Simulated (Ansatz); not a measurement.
**TaS2: stress in a strained cell**

TaS2 is deformed so: equal xx and yy strain of -2 %. What stress and forces result, by LAPW, PAW and all-electron datasets made for the crystal?

Program: Ansatz 0.2.0. Level of theory: DFT LDA, scalar-relativistic. These are calculated values, not measurements.

## Step 1: Starting point

It takes space group P-3m1 (No. 164, trigonal). The conventional cell has a = 3.350 Å, b = 3.350 Å, c = 5.860 Å, α = 90.00°, β = 90.00°, γ = 120.00°. Ta (site symmetry -3m) has 6 S at 2.43 Å as nearest neighbours. S (site symmetry 3m) is surrounded by 3 Ta at 2.43 Å.

Coordinates:

```cif
data_structure
_symmetry_space_group_name_H-M 'P-3m1'
_symmetry_Int_Tables_number 164
_cell_length_a 3.3500
_cell_length_b 3.3500
_cell_length_c 5.8600
_cell_angle_alpha 90.000
_cell_angle_beta 90.000
_cell_angle_gamma 120.000
_cell_volume 56.95
loop_
_atom_site_label
_atom_site_type_symbol
_atom_site_symmetry_multiplicity
_atom_site_Wyckoff_symbol
_atom_site_fract_x
_atom_site_fract_y
_atom_site_fract_z
_atom_site_occupancy
Ta1 Ta 1 a 0.00000 0.00000 0.00000 1
S1 S 2 d 0.33333 0.66667 0.25000 1
```

The file gives the conventional cell by its symmetry; the runs use the cell typed in the input.

Atoms are numbered in the order of the input: Ta1, S2, S3.

## Step 2: The deformed structure

Space group P-3m1 before, P-3m1 after.

## Step 3: All-electron LAPW

The input, input.yaml:

```yaml
crystal:
  lattice:
    - [3.2830020782, 0.0, 0.0]
    - [-1.6415010391, 2.8431632004, 0.0]
    - [0.0, 0.0, 5.86]
  atoms:
    - { symbol: Ta, position: [0.0, 0.0, 0.0] }
    - { symbol: S, position: [0.3333333333, 0.6666666667, 0.25] }
    - { symbol: S, position: [0.6666666667, 0.3333333333, 0.75] }
kpoints:
  mp_grid: { grid: [9, 9, 5] }
  band_path:
    path:
      - [0.0, 0.0, 0.0]
      - [0.5, 0.0, 0.0]
      - [0.3333333333, 0.3333333333, 0.0]
      - [0.0, 0.0, 0.0]
      - [0.0, 0.0, 0.5]
      - [0.5, 0.0, 0.5]
      - [0.3333333333, 0.3333333333, 0.5]
      - [0.0, 0.0, 0.5]
      - [0.5, 0.0, 0.5]
    npoints: 5
scf:
  occupations: { method: fermi_dirac, width: 0.03 }
hamiltonian:
  xc: lda
  pseudopotentials: { kind: all_electron, lapw: { basis_error: 0.001 } }
output:
  forces: true
  stress: true
  eigenvalues: true
```

Launch:

```
$ ansatz run input.yaml --threads 1 --pin off --max-ram 6144MiB --backend cpu --events-out ev --progress --plain --runs-dir out
```

The log of the run, cut to the lines that bear on the results:

```text
LAPW: plane waves up to 8.761 Å⁻¹, error target 1.0e-3 eV per atom; small_component_spin mean_spin; S in spheres of 1.024 Å, 14 of its electrons in bands, Dirac shells []; Ta in spheres of 1.372 Å, 43 of its electrons in bands, Dirac shells []
[...]
Pseudopotentials: kind: all_electron
Pseudopotential: Ta, LAPW, valence charge 43, Koelling and Harmon's equation, gaussian nucleus
Pseudopotential: S, LAPW, valence charge 14, Koelling and Harmon's equation, gaussian nucleus
Functional definition: SPW92
[...]
Crystal: 3 atoms, lattice volume = 54.698 Å³
Basis set: ecut = 292.46695004173176 eV, 635 PW (Γ), exchange–correlation at level 2
Bands: 43, of which v1, the nominal top of the filled ones, is band 36 counted from 1 (35 counted from 0)
Symmetry: 12 space group operations
Space group: P-3m1 (ITA 164), of the structure as read, at distance tolerance 3.8e-5 Å
k-points: 50 of 405
[...]
SCF iter   1: F=—  HF=-445983.874800 eV  |F-HF|=—  |Δ(HF+E_count)|=         —  Δρ=4.41e-2  dr2=1.28e0  ethr=1.80e-3  ⟨swp⟩=2.0  Hψ=13974  notcnv=0
[...]
the basis was enlarged: its passes take 209.8 KiB over the memory plan, 1 of 1 planned eigensolver slots
[...]
SCF iter   8: F=-445983.303710 eV  HF=-445983.303710 eV  |F-HF|=4.66e-10  |Δ(HF+E_count)|=   2.85e-8  Δρ=2.88e-6  dr2=2.93e-9  ethr=5.01e-10  ⟨swp⟩=2.0  Hψ=6092  notcnv=0
[...]
NSCF: frozen V_eff on 41 k-points
SCF converged after 8 iterations
Free energy (F): -445983.303710 eV
[...]
E sigma→0 (E₀):  -445983.300874 eV
Entropy (-TS):   -0.005673 eV (-1.891 meV/atom)
Fermi energy:    13.617991 eV
[...]
--- Forces (eV/Å), atoms counted from 1 ---
  atom   1  Ta     0.00000000     0.00000000     0.00000000
  atom   2  S      0.00000000     0.00000000     1.36406319
  atom   3  S     -0.00000000    -0.00000000    -1.36406319
[...]
--- Stress (GPa, compression-positive) ---
        6.537602      -0.000000       0.000000
        0.000000       6.537602      -0.000000
        0.000000      -0.000000      10.047210
  P = ⅓ Tr σ = 7.7075 GPa (77.075 kbar)
--- Band table (eV; the first three rows and the last of 50) ---
[...]
```

It took 19 s on 1 thread of Intel Xeon 6975P-C (Granite Rapids), shared host; peak memory 0.48 GiB.

Read from it: pressure 7.71 GPa; no gap; largest force 1.364 eV/Å.

## Step 4: PAW with frozen cores

The input, input.yaml:

```yaml
crystal:
  lattice:
    - [3.2830020782, 0.0, 0.0]
    - [-1.6415010391, 2.8431632004, 0.0]
    - [0.0, 0.0, 5.86]
  atoms:
    - { symbol: Ta, position: [0.0, 0.0, 0.0] }
    - { symbol: S, position: [0.3333333333, 0.6666666667, 0.25] }
    - { symbol: S, position: [0.6666666667, 0.3333333333, 0.75] }
kpoints:
  mp_grid: { grid: [9, 9, 5] }
scf:
  occupations: { method: fermi_dirac, width: 0.03 }
hamiltonian:
  xc: lda
  pseudopotentials: { kind: paw }
output:
  forces: true
  stress: true
  eigenvalues: true
  efg: { contact_densities: true }
  write_density: true
  write_potential: true
  elf: true
  volumetric_format: npy
```

Launch:

```
$ ansatz run input.yaml --threads 1 --pin off --max-ram 6144MiB --backend cpu --events-out ev --progress --plain --runs-dir out
```

The log of the run, cut to the lines that bear on the results:

```text
Ta: output.efg is read without spin–orbit coupling, which moves field gradients at and beside such atoms by some per cent and up to a factor of two; PAW files take it under magnetization.noncollinear and magnetization.spin_orbit
[...]
Pseudopotentials: kind: paw
Pseudopotential: Ta, paw, valence charge 13, recommended cutoff 420 eV (normal)
Pseudopotential: S, paw, valence charge 6, recommended cutoff 420 eV (normal)
Functional definition: SPW92
[...]
Crystal: 3 atoms, lattice volume = 54.698 Å³
Basis set: ecut = 420 eV, 1087 PW (Γ)
Bands: 17, of which v1, the nominal top of the filled ones, is band 13 counted from 1 (12 counted from 0)
Symmetry: 12 space group operations
Space group: P-3m1 (ITA 164), of the structure as read, at distance tolerance 3.8e-5 Å
k-points: 50 of 405
[...]
--- Stress (GPa, compression-positive) ---
        6.629647      -0.000000       0.000000
       -0.000000       6.629647      -0.000000
        0.000000      -0.000000      10.161865
  P = ⅓ Tr σ = 7.8071 GPa (78.071 kbar)
--- PAW observables at the nuclei: V_zz in 10²¹ V/m², potentials from the cell's mean, atoms counted from 1 ---
  atom   1  Ta V_zz =   -19.038109   η = 0.0000   by run symmetry: allowed
            electrostatic potential = -14489.653161 V   contact ρ = 8123685.197085 e/Å³
  atom   2  S  V_zz =    -1.563102   η = 0.0000   by run symmetry: allowed
            electrostatic potential = -1638.734781 V   contact ρ = 19605.612432 e/Å³
  atom   3  S  V_zz =    -1.563102   η = 0.0000   by run symmetry: allowed
            electrostatic potential = -1638.734781 V   contact ρ = 19605.612432 e/Å³
--- Band table (eV; the first three rows and the last of 50) ---
  k-point 0: bands = ["-57.5051", "-24.0746", "-23.9916", "-23.9916", "-4.3230", "-2.1063", "3.7586", "6.7353", "6.7353", "9.6351", "10.4036", "10.4036", "11.0198", "11.0198", "11.0708", "15.2647", "15.2647"]
[...]
```

It took 2.9 s on 1 thread of Intel Xeon 6975P-C (Granite Rapids), shared host; peak memory 0.45 GiB.

In short: pressure 7.81 GPa; no gap; largest force 1.378 eV/Å; Vzz Ta1 -19.04 (η = 0.00), S2 -1.56 (η = 0.00) (10²¹ V/m²).

Density in a lattice plane of the grid's cell (edges 3.28 and 5.86 Å, at 0.000 of the third edge), which holds Ta.

Values in e/Å³, 12 rows by 6 columns:
```
4.03 2.23 0.39 0.30 0.39 2.23
0.64 0.43 0.42 0.48 0.42 0.43
0.16 0.21 0.40 0.55 0.40 0.21
0.07 0.11 0.24 0.35 0.24 0.11
0.03 0.04 0.09 0.13 0.09 0.04
0.02 0.02 0.05 0.06 0.05 0.02
0.03 0.04 0.09 0.13 0.09 0.04
0.07 0.11 0.24 0.35 0.24 0.11
0.16 0.21 0.40 0.55 0.40 0.21
0.64 0.43 0.42 0.48 0.42 0.43
4.03 2.23 0.39 0.30 0.39 2.23
3.08 3.76 0.45 0.22 0.45 3.76
```
Columns run along the first of these edges and rows up along the second, over one cell in 6 and 12 even steps from the bottom left corner. Atoms in the plane (fractional): Ta at (0.00, 0.00).

ELF in the same plane.

Ten even steps from '0' (0.00) to '9' (0.78):
```
46873234323786
99742467642479
54334789874334
11247999997421
12358999998532
11357999997531
01136899986311
00013567653100
00001122211000
00000000000000
00001122211000
00013567653100
01136899986311
11357999997531
12358999998532
11247999997421
54334789874334
99742467642479
46873234323786
02884123214882
```
Columns run along the first of these edges and rows up along the second, over one cell in 14 and 20 even steps from the bottom left corner. Atoms in the plane (fractional): Ta at (0.00, 0.00).

Both are smooth fields of the valence electrons: close to the nuclei they are not physical.

Maxima of ELF outside the ion cores: 0.94 beside S, off the lines to its neighbours, 0.9 Å from S.

## Step 5: Datasets made for this crystal

Changes to input.yaml since step 4:

```diff
@@ -15,3 +15,3 @@
   xc: lda
-  pseudopotentials: { kind: paw }
+  pseudopotentials: { kind: all_electron, datasets: crystal }
 output:
@@ -21,5 +21 @@
   efg: { contact_densities: true }
-  write_density: true
-  write_potential: true
-  elf: true
-  volumetric_format: npy
```

Launch:

```
$ ansatz run input.yaml --threads 1 --pin off --max-ram 6144MiB --backend cpu --events-out ev --progress --plain --runs-dir out
```

The log of the run, cut to the lines that bear on the results:

```text
[...]
band count auto-derived: 26 (N_el = 39.0; filled up to band 20; 24 by the electrons, moments and atoms)
Ta: output.efg is read without spin–orbit coupling, which moves field gradients at and beside such atoms by some per cent and up to a factor of two; PAW files take it under magnetization.noncollinear and magnetization.spin_orbit
[...]
Pseudopotentials: kind: all_electron
Pseudopotential: Ta, paw, valence charge 27, recommended cutoff 420 eV (normal), Koelling and Harmon's equation, gaussian nucleus
Pseudopotential: S, paw, valence charge 6, recommended cutoff 420 eV (normal), Koelling and Harmon's equation, gaussian nucleus
Functional definition: SPW92
[...]
Crystal: 3 atoms, lattice volume = 54.698 Å³
Basis set: ecut = 420 eV, 1087 PW (Γ)
Bands: 26, of which v1, the nominal top of the filled ones, is band 20 counted from 1 (19 counted from 0)
Symmetry: 12 space group operations
[...]
  atom   2  S      0.00000000     0.00000000     1.36431428
  atom   3  S     -0.00000000     0.00000000    -1.36431428
[...]
--- Stress (GPa, compression-positive) ---
        6.532582       0.000000       0.000000
       -0.000000       6.532582      -0.000000
        0.000000      -0.000000      10.043208
  P = ⅓ Tr σ = 7.7028 GPa (77.028 kbar)
--- PAW observables at the nuclei: V_zz in 10²¹ V/m², potentials from the cell's mean, atoms counted from 1 ---
  atom   1  Ta V_zz =   -18.815691   η = 0.0000   by run symmetry: allowed
            electrostatic potential = -14483.520672 V   contact ρ = 8119553.068562 e/Å³
  atom   2  S  V_zz =    -1.580202   η = 0.0000   by run symmetry: allowed
            electrostatic potential = -1635.404752 V   contact ρ = 19623.383354 e/Å³
  atom   3  S  V_zz =    -1.580202   η = 0.0000   by run symmetry: allowed
            electrostatic potential = -1635.404752 V   contact ρ = 19623.383354 e/Å³
--- Band table (eV; the first three rows and the last of 50) ---
[... band rows left out ...]
[...]
```

Wall time 11 s (1 thread of Intel Xeon 6975P-C (Granite Rapids), shared host); peak memory 0.72 GiB.

Read from it: pressure 7.70 GPa; no gap; largest force 1.364 eV/Å; Vzz Ta1 -18.82 (η = 0.00), S2 -1.58 (η = 0.00) (10²¹ V/m²).

## Step 6: Side by side

Stress (GPa, compression positive):

| method | xx | yy | zz | yz | xz | xy |
| --- | --- | --- | --- | --- | --- | --- |
| LAPW | 6.54 | 6.54 | 10.05 | 0.00 | 0.00 | 0.00 |
| PAW | 6.63 | 6.63 | 10.16 | 0.00 | 0.00 | 0.00 |
| crystal datasets | 6.53 | 6.53 | 10.04 | 0.00 | 0.00 | 0.00 |

Forces (eV/Å):

| atom | LAPW x | LAPW y | LAPW z | PAW x | PAW y | PAW z | crystal datasets x | crystal datasets y | crystal datasets z |
| --- | --- | --- | --- | --- | --- | --- | --- | --- | --- |
| Ta1 | 0.000 | 0.000 | 0.000 | 0.000 | 0.000 | 0.000 | 0.000 | 0.000 | 0.000 |
| S2 | 0.000 | 0.000 | 1.364 | 0.000 | 0.000 | 1.378 | 0.000 | 0.000 | 1.364 |
| S3 | 0.000 | 0.000 | -1.364 | 0.000 | 0.000 | -1.378 | 0.000 | 0.000 | -1.364 |

| method | pressure (GPa) | largest force (eV/Å) | Vzz Ta1 (10²¹ V/m²) | Vzz S2 (10²¹ V/m²) | SCF cycles, all passes |
| --- | --- | --- | --- | --- | --- |
| LAPW | 7.71 | 1.364 | – | – | 8 |
| PAW | 7.81 | 1.378 | -19.04 | -1.56 | 7 |
| crystal datasets | 7.70 | 1.364 | -18.82 | -1.58 | 9 |

## Step 7: Outcome

```
                                 quantity                                           value
                                 pressure  LAPW 7.71, PAW 7.81, crystal datasets 7.70 GPa
largest shear or deviatoric stress (LAPW)                                        2.34 GPa
```

The largest part of the stress beyond the pressure is 2.34 GPa in size, in the zz component; the atoms are carried along and not relaxed. No run of the undeformed cell stands beside it, so the pressure holds what the given cell had before the change. PAW: stress within 0.11 GPa of LAPW, forces within 14 meV/Å. Crystal datasets: stress within 0.01 GPa of LAPW, forces within 1 meV/Å. Spin-orbit coupling is left out, though the cell holds Ta; in elements this heavy it can shift bands and gaps by tenths of an eV. TaS2 has an odd count of electrons, so a run without spin can force a false metal and spoil its energy.
